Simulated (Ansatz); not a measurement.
The cell is COD entry 9012564, as deposited and not checked against the literature; nothing was relaxed. The listed cell was then made from it by scaling, straining or moving an atom.

An input for TiC: DFT, PBE, PAW with Ansatz's default frozen-core files, scalar-relativistic (Ansatz 0.2.0).

Command: `ansatz run input.yaml --threads 1 --pin off --max-ram 3072MiB --backend cpu --events-out ev --progress --plain --runs-dir out` The run took 2.5 s on 1 thread of Intel(R) Xeon(R) Platinum 8488C (Sapphire Rapids), on a shared host, peak memory 0.41 GiB.

```yaml
crystal:
  lattice:
    - [0.0, 2.1711894216, 2.1711894216]
    - [2.1711894216, 0.0, 2.1711894216]
    - [2.1711894216, 2.1711894216, 0.0]
  atoms:
    - { symbol: Ti, position: [0.0, 0.0, 0.0] }
    - { symbol: C, position: [0.5, 0.5, 0.5] }
kpoints:
  mp_grid: { grid: [16, 16, 16] }
scf:
  occupations: { method: fermi_dirac, width: 0.03 }
hamiltonian:
  xc: pbe
  pseudopotentials: { kind: paw }
output:
  forces: true
  stress: true
  eigenvalues: true
  efg: { contact_densities: true }
```

Set-up and iterations as logged by Ansatz (the results part is left out, to be predicted):

```
Engine: ansatz 0.2.0
Pseudopotentials: kind: paw
Pseudopotential: Ti, paw, valence charge 12, recommended cutoff 420 eV (normal)
Pseudopotential: C, paw, valence charge 4, recommended cutoff 420 eV (normal)
Functional definition: PBE
  parameter kappa = 0.804
  parameter beta = 0.06672455060314922
  exchange = pbe_x(kappa = kappa, mu = beta*pi^2/3)
  correlation = pbe_c(beta = beta)
Crystal: 2 atoms, lattice volume = 20.470 Å³
Basis set: ecut = 420 eV, 411 PW (Γ), exchange–correlation on 48×48×48 points (8 copies of the dense FFT grid, shifted against one another)
Bands: 12, of which v1, the nominal top of the filled ones, is band 8 counted from 1 (7 counted from 0)
Symmetry: 48 space group operations
Space group: Fm-3m (ITA 225), of the structure as read, at distance tolerance 2.7e-5 Å
k-points: 145 of 4096
Non-local potential: Ti, projectors of the file, l = 0: 3, l = 1: 2, l = 2: 3, l = 3: 1
Non-local potential: C, projectors of the file, l = 0: 2, l = 1: 2, l = 2: 1
PAW form: soft (Blöchl's): semilocal exchange-correlation on the pseudo side does not see the compensation charge
PAW one-centre angular grid: Ti, 590 points (default); XC on 64 Gauss nodes
PAW one-centre angular grid: C, 110 points (default); XC on 64 Gauss nodes
Initial density: superposition of atomic densities (neutral atoms: chi_scale 0, normalization atom), corrected by the library's trained network
Initial wavefunctions: pseudopotential atomic-orbital guess
Functional: x = pbe(κ = 0.804, μ = 0.2195149727645171), c = pbe(β = 0.06672455060314922)
SCF iter   1: F=—  HF=-2752.271543 eV  |F-HF|=—  |Δ(HF+E_count)|=         —  Δρ=3.71e-3  dr2=1.92e-3  ethr=1.77e-3  ⟨swp⟩=4.3  Hψ=8304  notcnv=0
SCF iter   2: F=—  HF=-2752.271139 eV  |F-HF|=—  |Δ(HF+E_count)|=   4.04e-4  Δρ=2.34e-3  dr2=8.93e-4  ethr=1.20e-5  ⟨swp⟩=1.0  Hψ=2900  notcnv=0
SCF iter   3: F=—  HF=-2752.271037 eV  |F-HF|=—  |Δ(HF+E_count)|=   1.02e-4  Δρ=1.67e-4  dr2=1.49e-6  ethr=5.58e-6  ⟨swp⟩=2.0  Hψ=1974  notcnv=0
SCF iter   4: F=—  HF=-2752.271039 eV  |F-HF|=—  |Δ(HF+E_count)|=   1.62e-6  Δρ=2.42e-5  dr2=6.09e-8  ethr=9.33e-9  ⟨swp⟩=2.2  Hψ=2795  notcnv=0
iter 5 did not close the SCF: its close was put off for the readings that it lacked (scf_convergence_deferred on its scf_iter line)
SCF iter   5: F=-2752.271039 eV  HF=-2752.271039 eV  |F-HF|=1.05e-9  |Δ(HF+E_count)|=   2.07e-8  Δρ=4.16e-6  dr2=2.88e-9  ethr=3.80e-10  ⟨swp⟩=2.4  Hψ=2951  notcnv=0
SCF iter   6: F=-2752.271039 eV  HF=-2752.271039 eV  |F-HF|=8.82e-11  |Δ(HF+E_count)|=  4.55e-11  Δρ=8.92e-7  dr2=1.48e-10  ethr=1.80e-11  ⟨swp⟩=1.7  Hψ=5322  notcnv=0
```

**Question.** What pressure will this run report?

**Answer.** -1.61 GPa (positive in compression).
